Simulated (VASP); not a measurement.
# HfO2 (P2_1/c) in VASP: Born charges and dielectric tensor with LDA

Aim: the Born charges and dielectric tensor of HfO2 with LDA.

Everything below comes from runs of VASP 6.6.1. Logs are shortened: lines on timing, memory, paths and dates and some standing lists are left out, and cuts for length are marked.

**Measured values to compare with.**

From “Temperature dependence of self-trapped exciton luminescence in nanostructured hafnia powder”, 2021, arxiv:2112.02602, for a bulk crystal of HfO2: band gap 5.54 eV (indirect).

The results are compared with them further down.

**1. The crystal as given**

Symmetry: P2_1/c, No. 14, monoclinic system. Conventional cell: a = 5.076 Å, b = 5.154 Å, c = 5.245 Å, α = 90.00°, β = 99.64°, γ = 90.00°. Around Hf (site symmetry 1) lie 7 O at 2.03 to 2.22 Å. O (site symmetry 1) has 4 Hf at 2.13 to 2.22 Å as nearest neighbours. Around O (site symmetry 1) lie 3 Hf at 2.03 to 2.12 Å.

The cell is a database's computed one.

**2. Born charges and dielectric tensor, LDA**

File INCAR:

```
PREC = Accurate
ENCUT = 600
EDIFF = 1E-8
ISMEAR = 0
SIGMA = 0.02
LREAL = False
LASPH = True
NELM = 100
ALGO = Fast
ISIF = 2
LWAVE = False
LCHARG = False
LEPSILON = True
IBRION = 8
NSW = 1
```

File KPOINTS:

```
Automatic mesh
0
Gamma
  4 4 4
```

File POSCAR:

```
HfO2
1.0
    5.0762300000      0.0000000000     -0.0024800000
    0.0000000000      5.1542900000      0.0000000000
   -0.8756500000      0.0000000000      5.1713200000
Hf O
4 8
Direct
    0.2773100000      0.4573000000      0.7076600000
    0.7226900000      0.9573000000      0.7923400000
    0.7226900000      0.5427000000      0.2923400000
    0.2773100000      0.0427000000      0.2076600000
    0.4470700000      0.7418200000      0.9808000000
    0.5529300000      0.2418200000      0.5192000000
    0.5529300000      0.2581800000      0.0192000000
    0.4470700000      0.7581800000      0.4808000000
    0.0711500000      0.3371800000      0.3408000000
    0.9288500000      0.8371800000      0.1592000000
    0.9288500000      0.6628200000      0.6592000000
    0.0711500000      0.1628200000      0.8408000000
```

Potentials or basis: VASP PAW LDA potentials, release 64 (Hf_pv, O).

Launch:

```sh
$ cat potpaw_LDA.64/Hf_pv/POTCAR potpaw_LDA.64/O/POTCAR > POTCAR
$ mpirun -np 1 vasp_std > vasp.out
```

OUTCAR:

```text
PREC = Accurate
   ENCUT = 600
   EDIFF = 1E-8
   ISMEAR = 0
   LREAL = False
   LASPH = True
   NELM = 100
   ISIF = 2
   LEPSILON = True
   IBRION = 8
   NSW = 1

 ion  position               nearest neighbor table
   1  0.277  0.457  0.708-  12 2.03  11 2.04   9 2.12   5 2.13   6 2.15   8 2.22   7 2.22   3 3.29
                             4 3.38   4 3.38   2 3.41   2 3.41   3 3.42   3 3.52
   2  0.723  0.957  0.792-  11 2.03  12 2.04  10 2.12   6 2.13   5 2.15   7 2.22   8 2.22   4 3.29
                             3 3.38   3 3.38   1 3.41   1 3.41   4 3.42   4 3.52
   3  0.723  0.543  0.292-  10 2.03   9 2.04  11 2.12   7 2.13   8 2.15   6 2.22   5 2.22   1 3.29
                             2 3.38   2 3.38   4 3.41   4 3.41   1 3.42   1 3.52
   4  0.277  0.043  0.208-   9 2.03  10 2.04  12 2.12   8 2.13   7 2.15   5 2.22   6 2.22   2 3.29
                             1 3.38   1 3.38   3 3.41   3 3.41   2 3.42   2 3.52
   5  0.447  0.742  0.981-   1 2.13   2 2.15   4 2.22   3 2.22
   6  0.553  0.242  0.519-   2 2.13   1 2.15   3 2.22   4 2.22
   7  0.553  0.258  0.019-   3 2.13   4 2.15   2 2.22   1 2.22
   8  0.447  0.758  0.481-   4 2.13   3 2.15   1 2.22   2 2.22
   9  0.071  0.337  0.341-   4 2.03   3 2.04   1 2.12
  10  0.929  0.837  0.159-   3 2.03   4 2.04   2 2.12
  11  0.929  0.663  0.659-   2 2.03   1 2.04   3 2.12
  12  0.071  0.163  0.841-   1 2.03   2 2.04   4 2.12

  LATTYP: Found a simple monoclinic cell.
 ALAT       =     5.0762306058
 B/A-ratio  =     1.0153774326
 C/A-ratio  =     1.0332336288
 COS(beta)  =    -0.1674333096

  Lattice vectors:

 A1 = (   5.0762300000,   0.0000000000,  -0.0024800000)
 A2 = (   0.0000000000,   5.1542900000,   0.0000000000)
 A3 = (  -0.8756500000,   0.0000000000,   5.1713200000)

[... 1727 lines left out ...]
  5X     0.896821    0.319696    0.088072    1.501526    0.605824   -1.143252    0.858047   -0.285397    0.133429   -0.077685    0.104770   -0.070830  -10.885542   -1.331718   -0.305094   -0.720617    0.258437   -0.175137   -0.671875   -0.003387    0.156569   -0.611165   -0.084996   -1.287828    1.352598   -0.691334    0.176738    4.827963    1.190557    1.255586    1.784011   -0.249497    0.488672    1.745919    0.167044    0.683075
  5Y    -0.058405    2.426657    1.051623    0.624331    1.470468   -1.015949   -0.050596    1.720645   -0.335777    0.350157   -0.451602    0.174726   -1.332654  -13.468829   -1.909462   -0.259743    0.543386    0.096731   -0.003960    6.637926    0.046466    0.082614   -1.117954    0.195674   -0.748402    1.720629    1.563150    0.651486   -0.556714    0.455053    0.347874   -0.743319   -0.121051    0.397299    1.818706   -0.201184
  5Z     0.538608    1.699843    1.522594   -0.828762   -0.466579    2.790321   -0.285287    0.096321    1.147176    0.102940   -0.609204    1.340454   -0.299931   -1.916885  -13.767819   -0.172995   -0.088892    0.713871    0.152736    0.053719   -1.286908   -1.290008   -0.203292    6.354036    0.321315    0.602965    1.258458    1.379584    0.676749   -0.206684    0.594971    0.368195    1.070274   -0.213171   -0.212939   -0.935771
  6X     1.501526   -0.605824   -1.143252    0.896821   -0.319696    0.088072   -0.077685   -0.104770   -0.070830    0.858047    0.285397    0.133429   -0.720617   -0.258437   -0.175137  -10.885542    1.331718   -0.305094   -0.611165    0.084996   -1.287828   -0.671875    0.003387    0.156569    4.827963   -1.190557    1.255586    1.352598    0.691334    0.176738    1.745919   -0.167044    0.683075    1.784011    0.249497    0.488672
  6Y    -0.624331    1.470468    1.015949    0.058405    2.426657   -1.051623   -0.350157   -0.451602   -0.174726    0.050596    1.720645    0.335777    0.259743    0.543386   -0.096731    1.332654  -13.468829    1.909462   -0.082614   -1.117954   -0.195674    0.003960    6.637926   -0.046466   -0.651486   -0.556714   -0.455053    0.748402    1.720629   -1.563150   -0.397299    1.818706    0.201184   -0.347874   -0.743319    0.121051
[... 5 lines left out ...]
  8Y    -0.350157   -0.451602   -0.174726    0.050596    1.720645    0.335777   -0.624331    1.470468    1.015949    0.058405    2.426657   -1.051623   -0.082614   -1.117954   -0.195674    0.003960    6.637926   -0.046466    0.259743    0.543386   -0.096731    1.332654  -13.468829    1.909462   -0.397299    1.818706    0.201184   -0.347874   -0.743319    0.121051   -0.651486   -0.556714   -0.455053    0.748402    1.720629   -1.563150
  8Z     0.102940    0.609204    1.340454   -0.285287   -0.096321    1.147176   -0.828762    0.466579    2.790321    0.538608   -1.699843    1.522594   -1.290008    0.203292    6.354036    0.152736   -0.053719   -1.286908   -0.172995    0.088892    0.713871   -0.299931    1.916885  -13.767819   -0.213171    0.212939   -0.935771    0.594971   -0.368195    1.070274    1.379584   -0.676749   -0.206684    0.321315   -0.602965    1.258458
  9X     1.765321   -0.572598    1.286696   -0.506823    0.681993   -0.381126    3.427668   -2.344880    0.415803    3.422493   -2.221415   -0.705756    1.351612   -0.747711    0.321666    4.830136   -0.655348    1.378559    1.786779    0.346128    0.597139    1.750712   -0.398905   -0.212305  -16.768620    8.444713   -1.189974   -0.958819   -1.109905    0.682105    0.335868   -1.323429   -1.554515   -0.436328   -0.098643   -0.638290
  9Y    -0.561482    2.463028    0.301691   -0.004359   -0.927234   -0.206540   -2.496378    1.894078    0.109888   -2.965493    3.046103    0.984165   -0.689381    1.724385    0.601154   -1.189865   -0.558887   -0.677254   -0.250422   -0.743358    0.366537   -0.170655    1.820193    0.212482    8.445462  -13.937297   -3.955784    1.108565    3.899816    0.029640   -1.324533    1.611036    2.024877    0.098541   -0.291865    0.209144
  9Z     0.712176    0.253286    2.577666    0.096131   -0.254290   -0.896654    0.090924   -0.161556    2.433002   -0.805753    1.159274    1.345538    0.174269    1.558143    1.258708    1.256038   -0.454406   -0.205207    0.490080   -0.120057    1.065570    0.685313    0.197640   -0.940808   -1.187325   -3.955221  -11.997793    0.677746   -0.036471    0.435933   -1.551894    2.023378    1.043993   -0.637707   -0.209720    3.880051
 10X    -0.506823   -0.681993   -0.381126    1.765321    0.572598    1.286696    3.422493    2.221415   -0.705756    3.427668    2.344880    0.415803    4.830136    0.655348    1.378559    1.351612    0.747711    0.321666    1.750712    0.398905   -0.212305    1.786779   -0.346128    0.597139   -0.958819    1.109905    0.682105  -16.768620   -8.444713   -1.189974   -0.436328    0.098643   -0.638290    0.335868    1.323429   -1.554515
 10Y     0.004359   -0.927234    0.206540    0.561482    2.463028   -0.301691    2.965493    3.046103   -0.984165    2.496378    1.894078   -0.109888    1.189865   -0.558887    0.677254    0.689381    1.724385   -0.601154    0.170655    1.820193   -0.212482    0.250422   -0.743358   -0.366537   -1.108565    3.899816   -0.029640   -8.445462  -13.937297    3.955784   -0.098541   -0.291865   -0.209144    1.324533    1.611036   -2.024877
 10Z     0.096131    0.254290   -0.896654    0.712176   -0.253286    2.577666   -0.805753   -1.159274    1.345538    0.090924    0.161556    2.433002    1.256038    0.454406   -0.205207    0.174269   -1.558143    1.258708    0.685313   -0.197640   -0.940808    0.490080    0.120057    1.065570    0.677746    0.036471    0.435933   -1.187325    3.955221  -11.997793   -0.637707    0.209720    3.880051   -1.551894   -2.023378    1.043993
 11X     3.427668   -2.344880    0.415803    3.422493   -2.221415   -0.705756    1.765321   -0.572598    1.286696   -0.506823    0.681993   -0.381126    1.786779    0.346128    0.597139    1.750712   -0.398905   -0.212305    1.351612   -0.747711    0.321666    4.830136   -0.655348    1.378559    0.335868   -1.323429   -1.554515   -0.436328   -0.098643   -0.638290  -16.768620    8.444713   -1.189974   -0.958819   -1.109905    0.682105
 11Y    -2.496378    1.894078    0.109888   -2.965493    3.046103    0.984165   -0.561482    2.463028    0.301691   -0.004359   -0.927234   -0.206540   -0.250422   -0.743358    0.366537   -0.170655    1.820193    0.212482   -0.689381    1.724385    0.601154   -1.189865   -0.558887   -0.677254   -1.324533    1.611036    2.024877    0.098541   -0.291865    0.209144    8.445462  -13.937297   -3.955784    1.108565    3.899816    0.029640
 11Z     0.090924   -0.161556    2.433002   -0.805753    1.159274    1.345538    0.712176    0.253286    2.577666    0.096131   -0.254290   -0.896654    0.490080   -0.120057    1.065570    0.685313    0.197640   -0.940808    0.174269    1.558143    1.258708    1.256038   -0.454406   -0.205207   -1.551894    2.023378    1.043993   -0.637707   -0.209720    3.880051   -1.187325   -3.955221  -11.997793    0.677746   -0.036471    0.435933
 12X     3.422493    2.221415   -0.705756    3.427668    2.344880    0.415803   -0.506823   -0.681993   -0.381126    1.765321    0.572598    1.286696    1.750712    0.398905   -0.212305    1.786779   -0.346128    0.597139    4.830136    0.655348    1.378559    1.351612    0.747711    0.321666   -0.436328    0.098643   -0.638290    0.335868    1.323429   -1.554515   -0.958819    1.109905    0.682105  -16.768620   -8.444713   -1.189974
 12Y     2.965493    3.046103   -0.984165    2.496378    1.894078   -0.109888    0.004359   -0.927234    0.206540    0.561482    2.463028   -0.301691    0.170655    1.820193   -0.212482    0.250422   -0.743358   -0.366537    1.189865   -0.558887    0.677254    0.689381    1.724385   -0.601154   -0.098541   -0.291865   -0.209144    1.324533    1.611036   -2.024877   -1.108565    3.899816   -0.029640   -8.445462  -13.937297    3.955784
 12Z    -0.805753   -1.159274    1.345538    0.090924    0.161556    2.433002    0.096131    0.254290   -0.896654    0.712176   -0.253286    2.577666    0.685313   -0.197640   -0.940808    0.490080    0.120057    1.065570    1.256038    0.454406   -0.205207    0.174269   -1.558143    1.258708   -0.637707    0.209720    3.880051   -1.551894   -2.023378    1.043993    0.677746    0.036471    0.435933   -1.187325    3.955221  -11.997793

 Eigenvectors and eigenvalues of the dynamical matrix
   1 f  =   22.793498 THz   143.215772 2PiTHz  760.309253 cm-1    94.266291 meV
   2 f  =   21.683662 THz   136.242467 2PiTHz  723.289111 cm-1    89.676380 meV
   3 f  =   19.619322 THz   123.271833 2PiTHz  654.430123 cm-1    81.138958 meV
   4 f  =   19.353410 THz   121.601059 2PiTHz  645.560258 cm-1    80.039235 meV
   5 f  =   18.557034 THz   116.597283 2PiTHz  618.996021 cm-1    76.745691 meV
   6 f  =   17.830375 THz   112.031548 2PiTHz  594.757277 cm-1    73.740471 meV
[... 25 lines left out ...]
  32 f  =    3.897520 THz    24.488841 2PiTHz  130.007274 cm-1    16.118840 meV
  33 f  =    3.876488 THz    24.356694 2PiTHz  129.305731 cm-1    16.031860 meV
  34 f/i=    0.002814 THz     0.017684 2PiTHz    0.093879 cm-1     0.011640 meV
  35 f/i=    0.003649 THz     0.022930 2PiTHz    0.121729 cm-1     0.015092 meV
  36 f/i=    0.004354 THz     0.027355 2PiTHz    0.145225 cm-1     0.018006 meV

 MACROSCOPIC STATIC DIELECTRIC TENSOR IONIC CONTRIBUTION
 ------------------------------------------------------
          15.341120     0.000000     1.305057
           0.000000    13.623141    -0.000000
           1.305057    -0.000000    10.545628
 ------------------------------------------------------

 ELASTIC MODULI CONTR FROM IONIC RELAXATION (kBar)
 Direction    XX          YY          ZZ          XY          YZ          ZX
 --------------------------------------------------------------------------------
 XX        -993.5688    -59.9613   -448.7186     -0.0000      0.0000    -49.4036
 YY         -59.9613   -171.3950     53.0199      0.0000      0.0000    -33.7165
 ZZ        -448.7186     53.0199  -1187.1240     -0.0000      0.0000     50.6957
 XY          -0.0000      0.0000     -0.0000   -383.9083     81.5503      0.0000
 YZ           0.0000     -0.0000      0.0000     81.5503   -208.2177      0.0000
 ZX         -49.4036    -33.7165     50.6957      0.0000     -0.0000   -210.7007
 --------------------------------------------------------------------------------

 PIEZOELECTRIC TENSOR IONIC CONTR  for field in x, y, z        (C/m^2)
          XX          YY          ZZ          XY          YZ          ZX
  --------------------------------------------------------------------------------
  x    -0.00000    -0.00000    -0.00000    -0.00000     0.00000     0.00000
  y     0.00000     0.00000     0.00000     0.00000    -0.00000    -0.00000
  z     0.00000     0.00000     0.00000     0.00000     0.00000    -0.00000
```

Run time: 2 h. Hardware: 1 thread of Intel Xeon 6975P-C (Granite Rapids), shared host; peak memory 0.92 GiB.

What came out:

* Band gap on the k mesh: 3.88 eV, indirect (least direct gap 3.97 eV)
* Electronic dielectric tensor (diagonal): 5.01, 5.03, 4.72
* Born charges (mean of the diagonal): Hf +5.14; O -2.55, -2.59 e
* Highest phonon frequency at Γ, LO-TO splitting left out: 760 cm⁻¹

Phonon frequencies in cm⁻¹ (negative: imaginary):
```csv
q point,frequencies
"(0.000, 0.000, 0.000)",0 0 0 129 130 131 133 152 165 181 235 240 249 252 261 310 325 334 335 345 379 385 394 401 486 493 505 505 541 560 595 619 646 654 723 760
```

Electronic dielectric tensor:
```
5.01 0.00 0.14
0.00 5.03 0.00
0.14 0.00 4.72
```

Born effective charge tensors (e):
atom 1, Hf
```
 5.32  0.38  0.22
 0.14  5.31 -0.17
 0.23 -0.36  4.78
```
atom 2, Hf
```
 5.32 -0.38  0.22
-0.14  5.31  0.17
 0.23  0.36  4.78
```
atom 3, Hf
```
 5.32  0.38  0.22
 0.14  5.31 -0.17
 0.23 -0.36  4.78
```
atom 4, Hf
```
 5.32 -0.38  0.22
-0.14  5.31  0.17
 0.23  0.36  4.78
```
atom 5, O
```
-2.38 -0.11  0.00
-0.17 -2.73 -0.35
-0.04 -0.42 -2.53
```
atom 6, O
```
-2.38  0.11  0.00
 0.17 -2.73  0.35
-0.04  0.42 -2.53
```
atom 7, O
```
-2.38 -0.11  0.00
-0.17 -2.73 -0.35
-0.04 -0.42 -2.53
```
atom 8, O
```
-2.38  0.11  0.00
 0.17 -2.73  0.35
-0.04  0.42 -2.53
```
atom 9, O
```
-2.94  1.05 -0.22
 1.29 -2.58 -0.65
-0.19 -0.66 -2.24
```
atom 10, O
```
-2.94 -1.05 -0.22
-1.29 -2.58  0.65
-0.19  0.66 -2.24
```
atom 11, O
```
-2.94  1.05 -0.22
 1.29 -2.58 -0.65
-0.19 -0.66 -2.24
```
atom 12, O
```
-2.94 -1.05 -0.22
-1.29 -2.58  0.65
-0.19  0.66 -2.24
```

Caveat: spin-orbit coupling is left out, which moves the levels of the heavy elements.

**3. Comparison with measurements**

Step 2. Measured gap of HfO2: 5.54 eV (indirect; quoted in “Temperature dependence of self-trapped exciton luminescence in nanostructured hafnia powder”, 2021, arxiv:2112.02602). This calculation gives 3.88 eV (-1.66 eV). Spin-orbit coupling on Hf is left out. The value is that of LDA on a finite k mesh, which can miss the band edges, without temperature or zero-point motion. Semilocal functionals fall short of measured gaps as a rule. The cell is a database's relaxed one, not the measured one, which moves gaps too.
